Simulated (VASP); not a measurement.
# CuI (Marshite) (F-43m) in VASP: notebook

Runs on CuI (Marshite). Level: PBE. Tasks: relaxation of cell and atoms, relaxation of the atoms.

Program: VASP 6.6.1. These are calculated values, not measurements. Logs are shortened: lines on timing, memory, paths and dates and some standing lists are left out, and cuts for length are marked.

## (1) Starting point

Symmetry: F-43m, No. 216, cubic system. Conventional cell: a = 6.063 Å, b = 6.063 Å, c = 6.063 Å, α = 90.00°, β = 90.00°, γ = 90.00°. Around Cu (site symmetry -43m) lie 4 I at 2.63 Å. Around I (site symmetry -43m) lie 4 Cu at 2.63 Å.

## (2) Relaxation of cell and atoms, PBE

Input file INCAR:

```
SYSTEM = CuI
PREC = Accurate
ENCUT = 600
EDIFF = 1E-6
ISMEAR = 0
SIGMA = 0.03
LREAL = .FALSE.
LASPH = .TRUE.
NELM = 80
ALGO = Normal
ISIF = 3
LWAVE = .FALSE.
LCHARG = .FALSE.
GGA = PE
IBRION = 2
NSW = 90
EDIFFG = -0.01
```

Input file KPOINTS:

```
Automatic mesh
0
G
  8 8 8
  0 0 0
```

Input file POSCAR:

```
CuI
1.0
    0.0000000000      3.0315000000      3.0315000000
    3.0315000000      0.0000000000      3.0315000000
    3.0315000000      3.0315000000      0.0000000000
Cu I
1 1
Direct
    0.2500000000      0.2500000000      0.2500000000
    0.0000000000      0.0000000000      0.0000000000
```

Potentials or basis: VASP PAW PBE potentials, release 64 (Cu, I).

The run is started by

```console
$ cat potpaw_PBE.64/Cu/POTCAR potpaw_PBE.64/I/POTCAR > POTCAR
$ mpirun -np 1 vasp_std > vasp.out
```

OUTCAR:

```text
SYSTEM = CuI
   PREC = Accurate
   ENCUT = 600
   EDIFF = 1E-6
   ISMEAR = 0
   LREAL = .FALSE.
   LASPH = .TRUE.
   NELM = 80
   ISIF = 3
   GGA = PE
   IBRION = 2
   NSW = 90
   EDIFFG = -0.01

 ion  position               nearest neighbor table
   1  0.250  0.250  0.250-   2 2.63   2 2.63   2 2.63   2 2.63
   2  0.000  0.000  0.000-   1 2.63   1 2.63   1 2.63   1 2.63

  LATTYP: Found a face centered cubic cell.
 ALAT       =     6.0630000000

  Lattice vectors:

 A1 = (   0.0000000000,   3.0315000000,   3.0315000000)
 A2 = (   3.0315000000,   0.0000000000,   3.0315000000)
 A3 = (   3.0315000000,   3.0315000000,   0.0000000000)

Analysis of symmetry for initial positions (statically):
=====================================================================
 Subroutine PRICEL returns:
 Original cell was already a primitive cell.

 Routine SETGRP: Setting up the symmetry group for a
 face centered cubic supercell.

 Subroutine GETGRP returns: Found 24 space group operations
 (whereof 24 operations were pure point group operations)
 out of a pool of 48 trial point group operations.

The static configuration has the point symmetry T_d .

Analysis of symmetry for dynamics (positions and initial velocities):
=====================================================================
 Subroutine PRICEL returns:
 Original cell was already a primitive cell.

 Routine SETGRP: Setting up the symmetry group for a
 face centered cubic supercell.

 Subroutine GETGRP returns: Found 24 space group operations
 (whereof 24 operations were pure point group operations)
 out of a pool of 48 trial point group operations.

The dynamic configuration has the point symmetry T_d .

 Subroutine INISYM returns: Found 24 space group operations
 (whereof 24 operations are pure point group operations),
 and found     1 'primitive' translations

----------------------------------------------------------------------------------------

                                     Primitive cell

  volume of cell :      55.7189

  direct lattice vectors                    reciprocal lattice vectors
     0.000000000  3.031500000  3.031500000    -0.164934851  0.164934851  0.164934851
     3.031500000  0.000000000  3.031500000     0.164934851 -0.164934851  0.164934851
     3.031500000  3.031500000  0.000000000     0.164934851  0.164934851 -0.164934851

  length of vectors
     4.287188414  4.287188414  4.287188414     0.285675541  0.285675541  0.285675541

  position of ions in fractional coordinates (direct lattice)
     0.250000000  0.250000000  0.250000000
     0.000000000  0.000000000  0.000000000

  ion indices of the primitive-cell ions
   primitive index   ion index
                 1           1
                 2           2

----------------------------------------------------------------------------------------

 KPOINTS: Automatic mesh

Automatic generation of k-mesh.
 Grid dimensions read from file:
 generate k-points for:    8    8    8

 Generating k-lattice:

  Cartesian coordinates                     Fractional coordinates (reciprocal lattice)
    -0.020616856  0.020616856  0.020616856     0.125000000  0.000000000  0.000000000
     0.020616856 -0.020616856  0.020616856     0.000000000  0.125000000  0.000000000
     0.020616856  0.020616856 -0.020616856     0.000000000  0.000000000  0.125000000

  Length of vectors
     0.035709443  0.035709443  0.035709443

  Shift w.r.t. Gamma in fractional coordinates (k-lattice)
     0.000000000  0.000000000  0.000000000

 Subroutine IBZKPT returns following result:
 ===========================================

 Found     29 irreducible k-points:

 Following reciprocal coordinates:
            Coordinates               Weight
  0.000000  0.000000  0.000000      1.000000
  0.125000  0.000000  0.000000      8.000000
  0.250000  0.000000  0.000000      8.000000
  0.375000  0.000000  0.000000      8.000000
  0.500000  0.000000  0.000000      4.000000
  0.125000  0.125000  0.000000      6.000000
[... 16 lines left out ...]
  0.500000  0.250000  0.125000     48.000000
 -0.375000  0.250000  0.125000     24.000000
 [... further k-points ...]
   k-points           NKPTS =     29   k-points in BZ     NKDIM =     29   number of bands    NBANDS=     13
   number of dos      NEDOS =    301   number of ions     NIONS =      2
   total plane-waves  NPLWV =  46656
   dimension x,y,z NGX =    36 NGY =   36 NGZ =   36
   dimension x,y,z NGXF=    72 NGYF=   72 NGZF=   72
   ions per type =               1   1
   NGX,Y,Z   is equivalent  to a cutoff of  13.96, 13.96, 13.96 a.u.
   NGXF,Y,Z  is equivalent  to a cutoff of  27.92, 27.92, 27.92 a.u.
 SYSTEM =  CuI
   PREC   = accura    normal or accurate (medium, high low for compatibility)
   ISTART =      0    job   : 0-new  1-cont  2-samecut
   ICHARG =      2    charge: 1-file 2-atom 10-const
   ISPIN  =      1    spin polarized calculation?
   LNONCOLLINEAR =      F non collinear calculations
   LSORBIT =      F    spin-orbit coupling
   LASPH  =      T    aspherical Exc in radial PAW
   ENCUT  =  600.0 eV  44.10 Ry    6.64 a.u.   8.56  8.56  8.56*2*pi/ulx,y,z
   NELM   =     80;   NELMIN=  2; NELMDL= -5     # of ELM steps
   EDIFF  = 0.1E-05   stopping-criterion for ELM
   LREAL  =      F    real-space projection
   EDIFFG = -.1E-01   stopping-criterion for IOM
   NSW    =     90    number of steps for IOM
   IBRION =      2    ionic relax: 0-MD 1-quasi-New 2-CG
   NFREE  =      1    steps in history (QN), initial steepest desc. (CG)
   ISIF   =      3    stress and relaxation
   ISYM   =      2    0-nonsym 1-usesym 2-fastsym
   POTIM  = 0.5000    time-step for ionic-motion
   TEBEG  =    0.0;   TEEND  =   0.0 temperature during run
   PSTRESS=    0.0 pullay stress
   NELECT =      18.0000    total number of electrons
   NUPDOWN=      -1.0000    fix difference up-down
   EMIN   =  10.00;   EMAX   =-10.00  energy-range for DOS
   EFERMI =   0.00;   METHOD = LEGACY
   ISMEAR =     0;   SIGMA  =   0.03  broadening in eV -4-tet -1-fermi 0-gaus
   EFERMI_NEDOS =   21; number of points for ismear=-14 and -15
   IALGO  =     38    algorithm
   IMIX   =      4    mixing-type and parameters
     AMIX     =   0.40;   BMIX     =  1.00
     AMIX_MAG =   1.60;   BMIX_MAG =  1.00
  volume/ion in A,a.u.               =      27.86       188.00
  Fermi-wavevector in a.u.,A,eV,Ry     =   1.123306  2.122741 17.168055  1.261816
  Thomas-Fermi vector in A             =   2.259971
   LORBIT       =      0    0 simple, 1 ext, 2 COOP (PROOUT), +10 PAW based schemes
   GGA     = PE    functional components
   LHFCALC =     F    Hartree Fock is set to
   AEXX    =    0.0000 exact exchange contribution
   IVDW    =     0    specifies the selected vdW correction
   LEPSILON=     F    determine dielectric tensor
   LRPA    =     F    only Hartree local field effects (RPA)
 conjugate gradient relaxation of ions
 non-spin polarized calculation
 Gauss-broadening in eV      SIGMA  =   0.03
  energy-cutoff  :      600.00
  volume of cell :       55.72
 maximum number of plane-waves:      1880
 NGX is ok and might be reduce to    36
   NGX = 17   NGY = 17   NGZ = 17

--------------------------------------- Ionic step        1  -------------------------------------------

 number of electron      18.0000006 magnetization

 Free energy of the ion-electron system (eV)
  ---------------------------------------------------
  ext. energy  EPLUGINS =         0.00000000
  ---------------------------------------------------
  free energy    TOTEN  =        -5.56198839 eV

  energy without entropy =       -5.56198839  energy(sigma->0) =       -5.56198839

------------------------ aborting loop because EDIFF is reached ----------------------------------------

  FORCE on cell =-STRESS in cart. coord.  units (eV):
  Direction    XX          YY          ZZ          XY          YZ          ZX
  --------------------------------------------------------------------------------------
  -------------------------------------------------------------------------------------
  Total        0.1138975      0.1138975      0.1138975      0.0000000      0.0000000      0.0000000
  in kB        3.2750812      3.2750812      3.2750812      0.0000000      0.0000000      0.0000000
  external PRESSURE =       3.2750812 kB  Pullay stress =       0.0000000 kB

 VOLUME and BASIS-vectors are now :
 -----------------------------------------------------------------------------
  energy-cutoff  :      600.00
  volume of cell :       55.72
      direct lattice vectors                 reciprocal lattice vectors
     0.000000000  3.031500000  3.031500000    -0.164934851  0.164934851  0.164934851
     3.031500000  0.000000000  3.031500000     0.164934851 -0.164934851  0.164934851
     3.031500000  3.031500000  0.000000000     0.164934851  0.164934851 -0.164934851

 POSITION                                       TOTAL-FORCE (eV/Angst)
 -----------------------------------------------------------------------------------
      1.51575      1.51575      1.51575        -0.000000     -0.000000     -0.000000
      0.00000      0.00000      0.00000         0.000000      0.000000      0.000000
 -----------------------------------------------------------------------------------
    total drift:                                0.000001      0.000001      0.000001

  FREE ENERGIE OF THE ION-ELECTRON SYSTEM (eV)
  ---------------------------------------------------
  free  energy   TOTEN  =        -5.5619883915 eV

  energy  without entropy=       -5.5619883915  energy(sigma->0) =       -5.56198839

--------------------------------------- Ionic step        2  -------------------------------------------

 number of electron      18.0000008 magnetization

 Free energy of the ion-electron system (eV)
  ---------------------------------------------------
  ext. energy  EPLUGINS =         0.00000000
  ---------------------------------------------------
  free energy    TOTEN  =        -5.56256150 eV

  energy without entropy =       -5.56256150  energy(sigma->0) =       -5.56256150

 E-fermi :   4.4837     XC(G=0):  -8.8989

 val. band max:        4.3417050231   @ k =   0.0000   0.0000   0.0000
 cond. band min:       5.4637477428   @ k =   0.0000   0.0000   0.0000
 fundamental gap:      1.1220427197
 Fermi energy:         4.4836788578

 k-point     1 :       0.0000    0.0000    0.0000
  band No.  band energies     occupation
      1      -9.6257      2.00000
      2       0.7399      2.00000
      3       0.7399      2.00000
      4       0.7399      2.00000
      5       2.5245      2.00000
      6       2.5245      2.00000
      7       4.3417      2.00000
      8       4.3417      2.00000
      9       4.3417      2.00000
     10       5.4637      0.00000
     11       9.2222      0.00000
     12       9.2222      0.00000
     13       9.2222      0.00000

 k-point     2 :       0.1250    0.0000    0.0000
  band No.  band energies     occupation
      1      -9.5547      2.00000
      2       0.4446      2.00000
      3       0.7452      2.00000
      4       0.7452      2.00000
      5       2.5185      2.00000
      6       2.5185      2.00000
      7       3.7322      2.00000
      8       4.2285      2.00000
      9       4.2285      2.00000
     10       6.1530      0.00000
     11       9.1274      0.00000
     12       9.4365      0.00000
     13       9.4365      0.00000
[... 321 lines left out ...]
 k-point    23 :       0.5000    0.2500    0.1250
  band No.  band energies     occupation
      1      -9.0675      2.00000
      2      -0.7894      2.00000
      3       0.3004      2.00000
      4       0.7239      2.00000
      5       2.4792      2.00000
      6       2.5396      2.00000
      7       2.7287      2.00000
      8       3.0825      2.00000
      9       3.4868      2.00000
     10       7.8317      0.00000
     11       9.0488      0.00000
     12       9.9183      0.00000
     13      11.3383      0.00000

 k-point    24 :      -0.3750    0.2500    0.1250
  band No.  band energies     occupation
      1      -8.9953      2.00000
      2      -0.9326      2.00000
      3       0.2038      2.00000
      4       0.7105      2.00000
      5       2.4619      2.00000
      6       2.5358      2.00000
      7       2.6489      2.00000
      8       3.0655      2.00000
      9       3.3596      2.00000
     10       7.8155      0.00000
     11       9.0253      0.00000
     12      10.5367      0.00000
     13      11.7207      0.00000

 [... further k-points ...]
[... 5 lines left out ...]
  --------------------------------------------------------------------------------------
  -------------------------------------------------------------------------------------
  Total        0.0188376      0.0188376      0.0188376      0.0000000      0.0000000      0.0000000
  in kB        0.5372297      0.5372297      0.5372297      0.0000000      0.0000000      0.0000000
  external PRESSURE =       0.5372297 kB  Pullay stress =       0.0000000 kB

 VOLUME and BASIS-vectors are now :
 -----------------------------------------------------------------------------
  energy-cutoff  :      600.00
  volume of cell :       56.18
      direct lattice vectors                 reciprocal lattice vectors
     0.000000000  3.039828618  3.039828618    -0.164482957  0.164482957  0.164482957
     3.039828618  0.000000000  3.039828618     0.164482957 -0.164482957  0.164482957
     3.039828618  3.039828618  0.000000000     0.164482957  0.164482957 -0.164482957

 POSITION                                       TOTAL-FORCE (eV/Angst)
 -----------------------------------------------------------------------------------
      1.51991      1.51991      1.51991        -0.000000     -0.000000     -0.000000
      0.00000      0.00000      0.00000         0.000000      0.000000      0.000000
 -----------------------------------------------------------------------------------
    total drift:                                0.000001      0.000001      0.000001

  FREE ENERGIE OF THE ION-ELECTRON SYSTEM (eV)
  ---------------------------------------------------
  free  energy   TOTEN  =        -5.5625614963 eV

  energy  without entropy=       -5.5625614963  energy(sigma->0) =       -5.56256150

 reached required accuracy - stopping structural energy minimisation
```

Run time: 18 s. Hardware: 1 thread of Intel Xeon 6975P-C (Granite Rapids), shared host; peak memory 0.21 GiB.

What came out:

```yaml
Free_energy: -5.5626 eV
Relaxed_volume: 28.09 Å³/atom
Relaxed_cell: a = 4.299 Å, b = 4.299 Å, c = 4.299 Å, α = 60.00°, β = 60.00°, γ = 60.00°
Space_group_after_relaxing_to_0.05_Å: F-43m (No. 216)
Energy_gained_by_relaxing: 0.3 meV/atom
Ionic_steps: 2
Pressure_after_relaxing: 0.1 GPa
Band_gap_on_the_k_mesh: 1.12 eV, direct
```

Step by step:
| step | energy change (eV) | largest force (eV/Å) | pressure (GPa) | volume (Å³) |
| --- | --- | --- | --- | --- |
| 1 | 0.0000 | 0.0000 | 0.33 | 55.72 |
| 2 | -0.0006 | 0.0000 | 0.05 | 56.18 |

Final structure:
```yaml
crystal:
  lattice:
    - [0.00000, 3.03983, 3.03983]
    - [3.03983, 0.00000, 3.03983]
    - [3.03983, 3.03983, 0.00000]
  atoms:
    - { symbol: Cu, position: [0.25000, 0.25000, 0.25000] }
    - { symbol: I, position: [0.00000, 0.00000, 0.00000] }
```

Caveat: spin-orbit coupling is left out, which moves the levels of the heavy elements.

## (3) Relaxation of cell and atoms, PBE

This run uses another cell than the first one, of 28.09 Å³/atom, 1.008 times its volume.

INCAR, as its differences from that of step 2:

```diff
@@ -3,3 +3,3 @@
 ENCUT = 600
-EDIFF = 1E-6
+EDIFF = 1E-7
 ISMEAR = 0
@@ -16,2 +16,2 @@
 NSW = 90
-EDIFFG = -0.01
+EDIFFG = -0.005
```

KPOINTS is that of step 2.

Input file POSCAR:

```
CuI                                     
1.0
    0.0000000000      3.0398286185      3.0398286185
    3.0398286185      0.0000000000      3.0398286185
    3.0398286185      3.0398286185      0.0000000000
  Cu              I             
     1     1
Direct
     0.2500000000000000    0.2500000000000000    0.2500000000000000
     0.0000000000000000    0.0000000000000000    0.0000000000000000
```

Potentials or basis: VASP PAW PBE potentials, release 64 (Cu, I).

The run is started by

```console
$ cat potpaw_PBE.64/Cu/POTCAR potpaw_PBE.64/I/POTCAR > POTCAR
$ mpirun -np 1 vasp_std > vasp.out
```

Wall time 12 s (1 thread of Intel Xeon 6975P-C (Granite Rapids), shared host); peak memory 0.21 GiB.

The run converged. Its results:

```
Free energy             : -5.5626 eV
Pressure after relaxing : 0.0 GPa
Band gap on the k mesh  : 1.12 eV, direct
```

Final structure:
```yaml
crystal:
  lattice:
    - [0.00000, 3.03983, 3.03983]
    - [3.03983, 0.00000, 3.03983]
    - [3.03983, 3.03983, 0.00000]
  atoms:
    - { symbol: Cu, position: [0.25000, 0.25000, 0.25000] }
    - { symbol: I, position: [0.00000, 0.00000, 0.00000] }
```

Levels at points of the mesh, in eV from the valence-band top:
```csv
k point,band 7,band 8,band 9,band 10,band 11,band 12
"(0.00, 0.00, 0.00)",0.00,0.00,0.00,1.12,4.88,4.88
"(0.50, 0.00, 0.00)",-1.75,-0.69,-0.69,2.15,5.41,5.41
"(0.50, 0.50, 0.00)",-1.73,-1.47,-1.47,2.73,2.91,9.13
```

Caveat: the relaxation stopped at its first step, so nothing moved; spin-orbit coupling is left out, which moves the levels of the heavy elements.

## (4) Relaxation of the atoms, PBE (a relaxed cell with its volume scaled by 0.94)

Input file INCAR:

```
SYSTEM = CuI
PREC = Accurate
ENCUT = 600
EDIFF = 1E-7
ISMEAR = 0
SIGMA = 0.03
LREAL = .FALSE.
LASPH = .TRUE.
NELM = 80
ALGO = Fast
ISIF = 2
LWAVE = .FALSE.
LCHARG = .FALSE.
GGA = PE
IBRION = 2
NSW = 40
EDIFFG = -0.01
```

KPOINTS is that of step 3.

Input file POSCAR:

```
CuI                                     
1.0
    0.0000000000      2.9777738876      2.9777738876
    2.9777738876      0.0000000000      2.9777738876
    2.9777738876      2.9777738876      0.0000000000
  Cu              I             
     1     1
Direct
     0.2500000000000000    0.2500000000000000    0.2500000000000000
     0.0000000000000000    0.0000000000000000    0.0000000000000000
```

The run is started by

```console
$ cat potpaw_PBE.64/Cu/POTCAR potpaw_PBE.64/I/POTCAR > POTCAR
$ mpirun -np 1 vasp_std > vasp.out
```

It took 13 s on 1 thread of Intel Xeon 6975P-C (Granite Rapids), shared host; peak memory 0.21 GiB.

It converged, with:

```
Free energy             : -5.5335 eV
Pressure after relaxing : 2.9 GPa
Band gap on the k mesh  : 1.29 eV, direct
```

Final structure:
```cif
data_structure
_symmetry_space_group_name_H-M 'P 1'
_symmetry_Int_Tables_number 1
_cell_length_a 4.2112
_cell_length_b 4.2112
_cell_length_c 4.2112
_cell_angle_alpha 60.000
_cell_angle_beta 60.000
_cell_angle_gamma 60.000
_cell_volume 52.81
loop_
_atom_site_label
_atom_site_type_symbol
_atom_site_fract_x
_atom_site_fract_y
_atom_site_fract_z
_atom_site_occupancy
Cu1 Cu 0.25000 0.25000 0.25000 1
I1 I 0.00000 0.00000 0.00000 1
```

Levels at points of the mesh, in eV from the valence-band top:
```
           k point  band 6  band 7  band 8  band 9  band 10  band 11  band 12  band 13
(0.00, 0.00, 0.00)   -2.08    0.00    0.00    0.00     1.29     4.81     4.81     4.81
(0.50, 0.00, 0.00)   -2.05   -2.00   -0.80   -0.80     2.20     5.37     5.37     7.48
(0.50, 0.50, 0.00)   -2.01   -1.99   -1.69   -1.69     2.60     2.87     9.59    10.04
```

Caveat: the relaxation stopped at its first step, so nothing moved; spin-orbit coupling is left out, which moves the levels of the heavy elements.
